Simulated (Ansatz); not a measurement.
Wanted: the native input for an Ansatz 0.2.0 run.

```
Task                : ladder of functionals
Functional          : PBE
Dispersion          : D3(BJ)
Potentials or basis : Ansatz PAW
Cutoff              : 420 eV (not typed: the program's choice for these potentials)
k mesh              : 7 × 7 × 9
Occupations         : fermi-dirac, width 0.05 eV
Spin                : collinear spin, program default start
```

Crystal: I.

```
I
1.0
    -1.52096    1.58872    4.27217
     1.65011   -1.67158    4.35258
     1.52312    1.67375   -4.30360
I
1
Direct
  0.00089 0.03269 0.02686
```

The cell isn't the ideal one: cell strained at random at fixed volume.

These files were run (other wordings do the same):

input.yaml

```yaml
crystal:
  lattice:
    - [-1.520963, 1.58872, 4.272174]
    - [1.650115, -1.671584, 4.352582]
    - [1.523124, 1.673745, -4.303601]
  atoms:
    - { symbol: I, position: [0.000889, 0.032692, 0.026857] }
hamiltonian:
  xc: pbe
  pseudopotentials: { kind: paw }
  dispersion: d3bj
magnetization:
  spin_polarized: true
kpoints:
  mp_grid: { grid: [7, 7, 9] }
scf:
  occupations: { method: fermi_dirac, width: 0.05 }
output:
  forces: true
  stress: true
  eigenvalues: true
  xc_energy_on_converged_density: [lda, pbesol, rpbe, revpbe, blyp, r2scan]
  write_density: true
  write_potential: true
  elf: true
  volumetric_format: npy
```

Potentials or basis: Ansatz PAW.

The run is started by

```console
$ ansatz run input.yaml --threads 2 --pin off --max-ram 5120MiB --backend cpu --events-out ev --progress --plain --runs-dir out
```

It gave:

- Pressure: -0.7 GPa
- Band gap on the k mesh: none (metal or under the smearing width)
- Net moment: 0.00 μB per cell
- Absolute moment: 0.00 μB per cell

Caveat: pairwise dispersion overbinds metals, which lowers pressure and volume.

Run time: 8.9 s on 2 threads of Arm Neoverse V2 (shared host), peak memory 0.53 GiB.
